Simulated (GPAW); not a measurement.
# ZnS (F-43m) in GPAW: a series of runs

One crystal, ZnS, is run at these levels: PBE, LDA, PBEsol; tasks: single point, relaxation of cell and atoms.

All numbers are computed with GPAW 26.7.0; they aren't measurements. Logs are shortened: lines on timing, memory, paths and dates and some standing lists are left out, and cuts for length are marked. The log counts tension as positive stress, the text compression.

**The experiment to reproduce.**

“Electronic, vibrational, and thermodynamic properties of ZnS (zincblende and rocksalt structure)”, 2009, arxiv:0911.5022 quotes, for a bulk crystal of ZnS at 19 K: band gap 3.85 eV (direct).

The results are compared with them further down.

## 1. Starting point

It takes space group F-43m (No. 216, cubic). Conventional cell: a = 5.404 Å, b = 5.404 Å, c = 5.404 Å, α = 90.00°, β = 90.00°, γ = 90.00°. Zn (site symmetry -43m) is surrounded by 4 S at 2.34 Å. Around S (site symmetry -43m) lie 4 Zn at 2.34 Å.

## 2. Single point, PBE

run.py

```python
from ase.dft.bandgap import bandgap
from ase.io import read, write
from ase.units import Bohr, GPa
from gpaw import GPAW, PW
from gpaw.elf import elf_from_dft_calculation

atoms = read('POSCAR')

calc = GPAW(mode=PW(600),
            xc='PBE',
            kpts={'size': (9, 9, 9), 'gamma': True},
            occupations={'name': 'methfessel-paxton', 'order': 0, 'width': 0.011},
            nbands=18,
            convergence={'density': 1e-05, 'energy': 1e-05},
            maxiter=150,
            txt='gpaw.txt')
atoms.calc = calc
energy = atoms.get_potential_energy()
forces = atoms.get_forces()
stress = atoms.get_stress()
calc.write('gs.gpw')
write('result.traj', atoms)
print(f'Energy: {energy:.6f} eV')
print('Forces (eV/A):')
print(forces.round(4))
print('Stress (GPa):', (stress / GPa).round(3))
print('Fermi level:', round(calc.get_fermi_level(), 4), 'eV')
print(f'Gap: {bandgap(calc)[0]:.4f} eV, direct: {bandgap(calc, direct=True)[0]:.4f} eV')

# fields on the real-space grid
write('density.cube', atoms, data=calc.get_pseudo_density() * Bohr**3)
write('potential.cube', atoms, data=calc.get_electrostatic_potential())
write('elf.cube', atoms, data=elf_from_dft_calculation(calc).data)
```

POSCAR

```
ZnS
1.0
    0.0000000000      2.7020000000      2.7020000000
    2.7020000000      0.0000000000      2.7020000000
    2.7020000000      2.7020000000      0.0000000000
Zn S
1 1
Direct
    0.7500000000      0.7500000000      0.7500000000
    0.0000000000      0.0000000000      0.0000000000
```

Potentials or basis: GPAW PAW data sets (gpaw-data 1.2.1), pw.

Command:

```console
$ OMP_NUM_THREADS=1 python run.py
```

gpaw.txt:

```text
__  _  _
 | _ |_)|_||  |
 |__||  | ||/\| - 26.7.0

Input parameters:
  mode=PW(ecut=600.0),
  convergence={'density': 1e-05, 'energy': 1e-05},
  kpts=MonkhorstPack(size=(9, 9, 9), gamma=True),
  maxiter=150,
  nbands=18,
  occupations=Occupations(name='methfessel-paxton', order=0, width=0.011),
  xc=XC(name='PBE')

Diagonalizing LCAO Hamiltonian
Converting LCAO to pw mode

                    Zn

       S

Atoms  # Å, Bohr magnetons
|   | symbol |        x |        y |        z |    initial magnetic moments |
|---|--------|----------|----------|----------|-----------------------------|
| 0 |     Zn | 4.053000 | 4.053000 | 4.053000 | ( 0.0000,  0.0000,  0.0000) |
| 1 |      S | 0.000000 | 0.000000 | 0.000000 | ( 0.0000,  0.0000,  0.0000) |

Unit cell  # Å
| periodic |        x |        y |        z |  lengths |    angles |
|----------|----------|----------|----------|----------|-----------|
|      yes | 0.000000 | 2.702000 | 2.702000 | 3.821205 | 60.000000 |
|      yes | 2.702000 | 0.000000 | 2.702000 | 3.821205 | 60.000000 |
|      yes | 2.702000 | 2.702000 | 0.000000 | 3.821205 | 60.000000 |

Number of symmetries: 24
Symmetry operations  # r_c * U_cc + t_c -> r_c
|    | kind |            matrix            |
|----|------|------------------------------|
|  0 |  E   |  1, 0, 0,  0, 1, 0,  0, 0, 1 |
|  1 |  σ   |  1, 0, 0,  0, 0, 1,  0, 1, 0 |
|  2 |  σ   |  1, 0,-1,  0, 1,-1,  0, 0,-1 |
|  3 |  C3  |  1, 0,-1,  0, 0,-1,  0, 1,-1 |
|  4 |  C3  |  1,-1, 0,  0,-1, 1,  0,-1, 0 |
|  5 |  σ   |  1,-1, 0,  0,-1, 0,  0,-1, 1 |
|  6 |  σ   |  0, 1, 0,  1, 0, 0,  0, 0, 1 |
|  7 |  C3  |  0, 1, 0,  0, 0, 1,  1, 0, 0 |
|  8 |  C2  |  0, 1,-1,  1, 0,-1,  0, 0,-1 |
|  9 |  S4  |  0, 1,-1,  0, 0,-1,  1, 0,-1 |
| 10 |  C3  |  0, 0, 1,  1, 0, 0,  0, 1, 0 |
| 11 |  σ   |  0, 0, 1,  0, 1, 0,  1, 0, 0 |
| 12 |  S4  |  0, 0,-1,  1, 0,-1,  0, 1,-1 |
| 13 |  C3  |  0, 0,-1,  0, 1,-1,  1, 0,-1 |
| 14 |  S4  |  0,-1, 1,  1,-1, 0,  0,-1, 0 |
| 15 |  C2  |  0,-1, 1,  0,-1, 0,  1,-1, 0 |
| 16 |  C3  |  0,-1, 0,  1,-1, 0,  0,-1, 1 |
| 17 |  S4  |  0,-1, 0,  0,-1, 1,  1,-1, 0 |
| 18 |  S4  | -1, 1, 0, -1, 0, 1, -1, 0, 0 |
| 19 |  C3  | -1, 1, 0, -1, 0, 0, -1, 0, 1 |
| 20 |  C3  | -1, 0, 1, -1, 1, 0, -1, 0, 0 |
| 21 |  S4  | -1, 0, 1, -1, 0, 0, -1, 1, 0 |
| 22 |  σ   | -1, 0, 0, -1, 1, 0, -1, 0, 1 |
| 23 |  C2  | -1, 0, 0, -1, 0, 1, -1, 1, 0 |

BZ-sampling:
  Number of BZ points: 729
  Number of IBZ points: 35

  Monkhorst-Pack size: [9, 9, 9]
  Monkhorst-Pack shift: [0, 0, 0]

K-points  # in reciprocal-cell coordinates
|     |                                coordinates |     weight |
|-----|--------------------------------------------|------------|
|   0 | (  0.00000000,   0.00000000,   0.00000000) | 0.00137174 |
|   1 | (  0.11111111,   0.11111111,   0.00000000) | 0.00823045 |
|   2 | (  0.11111111,   0.11111111,   0.11111111) | 0.01097394 |
|   3 | (  0.22222222,   0.11111111,   0.11111111) | 0.01646091 |
|   4 | (  0.22222222,   0.22222222,   0.00000000) | 0.00823045 |
|   5 | (  0.22222222,   0.22222222,   0.11111111) | 0.03292181 |
|   6 | (  0.22222222,   0.22222222,   0.22222222) | 0.01097394 |
|   7 | (  0.33333333,   0.22222222,   0.11111111) | 0.03292181 |
|   8 | (  0.33333333,   0.22222222,   0.22222222) | 0.03292181 |
|   9 | (  0.33333333,   0.33333333,  -0.33333333) | 0.01646091 |
| ... |                                            |            |
|  34 | (  0.44444444,   0.44444444,   0.44444444) | 0.01097394 |

Plane wave coefficients: 1363
Cutoff: 600.0 eV

Spin-components: 1 (collinear spins)
Bands:           18
Projectors:      11
Spin-degeneracy: 2
Datatype:        complex128

Parallelization:
  kpt:    1
  domain: 1
  band:   1

Density:
  Valence electrons: 18.0
  Components: 1
  Grid points: [24 24 24]
  Charge: 0.0  # |e|

Potential:
  Grid points: [24 24 24]

species:
  Zn:
    name:    Zinc
    Z:       30.0
    valence: 12
    core:    18
    charge:  0.0  # [|e|]
    compensation charges:
      type: gauss
      rc: 0.37  # [Å]
      lmax: 2
    cutoffs:
      filter: 2.14  # [Å]
      core: 2.28  # [Å]
    projectors
    | kind |    occ | energy [eV] | rcut [Å] |
    |------|--------|-------------|----------|
    |   4s |  2.000 |      -5.977 |    1.286 |
    |   4p |  0.000 |      -1.117 |    1.270 |
    |   3d | 10.000 |     -10.142 |    1.180 |
    |    s |        |      21.234 |    1.286 |
    |    p |        |      26.095 |    1.270 |
    |    d |        |      17.070 |    1.180 |

    Using partial waves for Zn as LCAO basis

  S:
    name:    Sulfur
    Z:       16.0
    valence: 6
    core:    10
    charge:  0.0  # [|e|]
    compensation charges:
      type: gauss
      rc: 0.24  # [Å]
      lmax: 2
    cutoffs:
      filter: 1.77  # [Å]
      core: 1.66  # [Å]
    projectors
    | kind |    occ | energy [eV] | rcut [Å] |
    |------|--------|-------------|----------|
    |   3s |  2.000 |     -17.254 |    0.974 |
    |   3p |  4.000 |      -7.008 |    0.979 |
    |    s |        |       9.957 |    0.974 |
    |    p |        |      20.203 |    0.979 |
    |    d |        |       0.000 |    0.900 |

    Using partial waves for S as LCAO basis

Reference energy: -59718.946550  # eV

eigensolver:
  PPCG
  Converge bands: occupied
  niter=2

density mixing:
  MSR1-Mixer
  Pratt-step length: 0.05
  Maximum mixing coefficient: 0.75
  Old densities: 10
  SVD Regularization: 0.005
  Good broyden scale: 1.0
  Trust region scale: 1.0
  Backstep threshold: 4.0
  History deletion threshold: 6.0
  Fourier metric: weight=20.0, sigma=0.015

occupation numbers:
  Methfessel-Paxton:
    width: 0.0110  # eV
    order: 0

poisson solver:
  ecut: 4800.0  # eV

xc functional:
  name: PBE with 2 nearest neighbor stencil

convergence criteria:
- Maximum integral of absolute [dens]ity change: 1e-05 electrons / valence electron
- Maximum [total energy] change in last 3 cyles: 1e-05 eV / valence electron
- Maximum integral of absolute [eigenst]ate change: 4e-08 eV^2 / valence electron
maximum number of iterations: 150

SCF iterations
|iter     | |      energy | eigst |  dens |
|---------|-|-------------|-------|-------|
|iter:   1| |   -7.291913 | -0.09 |       |
|iter:   2| |   -7.205643 | -1.80 | -1.18 |
|iter:   3| |   -6.921237 | -1.50 | -1.23 |
|iter:   4| |   -6.921903 | -2.66 | -1.79 |
|iter:   5| |   -6.923390 | -3.64 | -2.23 |
|iter:   6| |   -6.923337 | -4.30 | -3.00 |
|iter:   7| |   -6.923362c| -5.20 | -3.52 |
|iter:   8| |   -6.923369c| -5.86 | -3.87 |
|iter:   9| |   -6.923369c| -8.04c| -4.90 |
|iter:  10| |   -6.923369c| -7.59c| -5.36c|

Converged in 10 steps
Energy contributions relative to reference atoms: (reference = -59718.946550)

Energy contributions:
  Kinetic:          10.974489
  Coulomb:          -9.307937
  Zero:              0.056342
  External:          0.000000
  Xc:               -8.646264
  Entropy:           0.000000
  Spinorbit:         0.000000
  ----------------------------
  Free energy:      -6.923369
  Extrapolated:     -6.923369

dipole moment: (-14.590608, -14.590608, -14.590608)  # |e|*Ang

Fermi level: 4.497
Eigenvalues  # (at kpt = [0.000, 0.000, 0.000])
| band index |      eig [eV] | occ [0-2] |
|------------|---------------|-----------|
|          0 |        -9.388 |     2.000 |
|          1 |        -2.563 |     2.000 |
|          2 |        -2.563 |     2.000 |
|          3 |        -2.563 |     2.000 |
|          4 |        -2.069 |     2.000 |
|          5 |        -2.069 |     2.000 |
[... 10 lines left out ...]
|         16 |        18.294 |     0.000 |
|         17 |        18.294 |     0.000 |

Gap: 2.104 eV
Transition (v -> c):
  (s=0, k=0, n=8, [0.00, 0.00, 0.00]) -> (s=0, k=0, n=9, [0.00, 0.00, 0.00])
No difference between direct/indirect transitions

Forces  # eV/Ang
|       x |        y |       z |
|---------|----------|---------|
| 0.00000 |  0.00000 | 0.00000 |  # Zn   0
| 0.00000 | -0.00000 | 0.00000 |  # S    1

Stress tensor  # eV/Ang^3
|         x |         y |         z |
|-----------|-----------|-----------|
| -0.010136 |  0.000000 |  0.000000 |
|  0.000000 | -0.010136 |  0.000000 |
|  0.000000 |  0.000000 | -0.010136 |

# Writing to gs.gpw (mode='')
```

Wall time 21 s (1 thread of Arm Neoverse V1, shared host); peak memory 0.16 GiB.

Results:

| Quantity | Value |
| --- | --- |
| Free energy | -6.9234 eV |
| Pressure | 1.6 GPa |
| Band gap on the k mesh | 2.10 eV, direct |

Levels at points of the mesh, in eV from the valence-band top:
| k point | band 5 | band 6 | band 7 | band 8 | band 9 | band 10 | band 11 | band 12 | band 13 | band 14 |
| --- | --- | --- | --- | --- | --- | --- | --- | --- | --- | --- |
| (0.00, 0.00, 0.00) | -5.82 | -5.82 | 0.00 | 0.00 | 0.00 | 2.10 | 6.37 | 6.37 | 6.37 | 11.62 |

[end of part 1 of 2]
